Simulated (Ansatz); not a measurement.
The elements of this relaxed trial crystal are hidden behind letters.

```
lattice vectors (Å)
   0.0000    2.6147    2.6147
   2.6147    0.0000    2.6147
   2.6147    2.6147    0.0000
fractional positions
X 0.5000 0.5000 0.5000
Z 0.0000 0.0000 0.0000
```

These are results of DFT PBE, scalar-relativistic, plane waves, PAW in Ansatz, not measurements. Settings of the last relaxation (2-atom cell): 420 eV, 8×8×8 k points, Gaussian smearing of 0.02 eV, no spin polarisation.

```
Space group                              : Fm-3m (No. 225)
Conventional cell                        : a = 5.229 Å
Volume per atom                          : 17.88 Å³
Density                                  : 2.62 g/cm³
Formation energy                         : −1.444 eV/atom
Gap on the 8×8×8 mesh of the 2-atom cell : 2.76 eV
```

Energies are uncorrected and count from the elements' standard states at the same level.

Problem. X is an s-block element of period 3 and Z is a p-block element of period 3. Which elements are they?

Solution. X = Mg, Z = S, so the formula is MgS, here in the rock salt type. Density times volume gives a mean mass of 2.62 × 17.88/1.6605 = 28.2 u per atom, and this set has 28.2 u. Among the elements that the hints allow, noble gases aside, only these give it. Around Mg lie 6 S at 2.61 Å; S has 6 Mg at 2.61 Å.

Kohn–Sham gaps at this level usually fall short of measured ones. A later test with randomly moved atoms came back to the same energy, though modes that don't fit the test's cell weren't probed.
